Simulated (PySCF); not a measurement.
Structure problem from calculated spectra and properties.

Formula: C6H15N.

| Item | Value |
| --- | --- |
| UV, strongest line | among the 6 lowest singlet transitions: S6 at 7.96 eV (156 nm, f = 0.027) [TDDFT PBE0/def2-SVPD] |
| 13C NMR | chemical shifts (computed TMS as zero) by class: 48.2 (1 C), 41.1 (1 C), 35.1 (1 C), 33.2 (1 C), 25.1 (2 C) ppm [GIAO PBE0/pcSseg-1] |
| Triplet | lowest triplet excitation (Tamm–Dancoff): 5.91 eV [TDA PBE0/def2-SVPD] |
| 1H NMR | chemical shifts (computed TMS as zero) by class: 3.07 (2 H), 1.56 (2 H), 1.35 (2 H), 1.33 (1 H), 0.96 (6 H), 0.29 (2 H) ppm [GIAO PBE0/pcSseg-1] |
| NMR, other nuclei | isotropic shieldings of nuclei other than C and H, by class: 229 (1 N) ppm [GIAO PBE0/pcSseg-1] |
| Polarisability | 83.8 au [PBE0/def2-SVPD] |
| Rotational structure | rotational constants A, B, C: 4.966, 1.149, 1.091 GHz [GFN2-xTB] |
| UV, first state | lowest singlet excitation: 6.20 eV (200 nm, f = 0.008) [TDDFT PBE0/def2-SVPD] |

The electronic properties come from PySCF, for the isolated species, density fitting. Levels stand in brackets. NMR shifts are as computed; neighbouring signals can stand in another order in a measured spectrum. Isolated species at its GFN2-xTB geometry (one conformer only). Each NMR value is the plain mean over a class of atoms that symmetry, rotation or inversion makes alike.

Task: Give a SMILES that accounts for the data.

Result: Numbering: `[CH3:1][CH:2]([CH3:3])[CH2:4][CH2:5][CH2:6][NH2:7]`. Its formula, C6H15N, gives 0 degrees of unsaturation, so no ring and no π bond. 6 carbons fall into 5 classes; from least to most shielded: sp3 carbon bound to nitrogen [C6] (48.2 ppm), chain CH2 carbon [C4] (41.1 ppm), chain CH2 carbon [C5] (35.1 ppm), sp3 CH carbon [C2] (33.2 ppm), methyl carbon [C1/C3] (25.1 ppm, 2 C, up to 4.3 ppm apart in this geometry). Hydrogen classes from least to most shielded: 2 H on an sp3 carbon bound to nitrogen, C6 (3.07 ppm, a mean of values up to 0.9 ppm apart in this geometry), 2 H on a chain CH2 carbon, C4 (1.56 ppm, a mean of values up to 0.9 ppm apart in this geometry), 2 H on a chain CH2 carbon, C5 (1.35 ppm), 1 H on an sp3 CH carbon, C2 (1.33 ppm), 6 H on 2 methyl carbons, C1/C3 (0.96 ppm, a mean of values up to 0.9 ppm apart in this geometry), 2 H on a primary amine nitrogen, N7 (0.29 ppm, a mean of values up to 0.9 ppm apart in this geometry). The other shieldings belong to: 229 ppm, primary amine nitrogen [N7]. The optimised geometry has point group C1 and is an asymmetric top. Structure: isohexylamine, `CC(C)CCCN`. Computed isomers that give other values at the same levels: `CN(C)C(C)(C)C` (13C chemical shifts (computed TMS as zero) by class: 54.2 (1 C), 40.3 (2 C), 27.7 (3 C) ppm); `CCN(CC)CC` (13C chemical shifts (computed TMS as zero) by class: 52.5 (3 C), 16.5 (3 C) ppm); `CCCCCCN` (13C chemical shifts (computed TMS as zero) by class: 47.3 (1 C), 38.7 (1 C), 37.9 (1 C), 32.1 (1 C), 28.8 (1 C), 17.6 (1 C) ppm). The assignments are read from this structure; whether some other isomer fits the data as well wasn't checked.

Conformer computed: `[CH3:1][CH:2]([CH3:3])[CH2:4][CH2:5][CH2:6][NH2:7]`: C1–C2–C4–C5 -171°, C2–C4–C5–C6 176°, C4–C5–C6–N7 61°, H–N7–C6–C5 -179°, H–N7–C6–C5 62°.
